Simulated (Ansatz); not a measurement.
## Rh under changes of volume

One of the cells (13.671 Å³/atom); the others are scaled copies at fixed shape and fractional positions:

```
CELL_PARAMETERS angstrom
0.00000 1.89785 1.89785
1.89785 0.00000 1.89785
1.89785 1.89785 0.00000
ATOMIC_POSITIONS crystal
Rh 0.00000 0.00000 0.00000
```

```yaml
Program: Ansatz 0.2.0
Functional: r2SCAN
Potentials_or_basis: Ansatz PAW
Cutoff: "500 eV (not typed: the program's choice for these potentials)"
k_mesh: 12 × 12 × 12
Occupations: fermi-dirac, width 0.05 eV
Spin: no spin polarisation
```

```tsv
volume (Å³/atom)	energy over the lowest point (meV/atom)	pressure (GPa)
12.851	53.60	21.6
13.125	23.67	13.8
13.398	?	?
13.671	0.00	0.8
13.945	3.54	-4.6
14.218	15.75	-9.4
14.492	35.60	-13.5
```

Problem. What does the run at 13.398 Å³/atom give?

Solution. Energy over the lowest point 6.28 meV/atom; pressure 6.9 GPa.

Worked out: A Birch-Murnaghan fit of order 3 (a polynomial in V^(-2/3)) to the other rows has its minimum at 13.70 Å³/atom with B0 = V·E''(V) = 283 GPa and B' = 5.2. It gives 6.31 meV/atom at 13.398 Å³/atom, against the run's 6.28, and -dE/dV = 6.8 GPa, against 6.9.

Energies are extrapolated to zero smearing.

Caveats: the PAW data sets come from PBE, with cores solved anew for the run's functional, which leaves a small shift of forces and pressure.
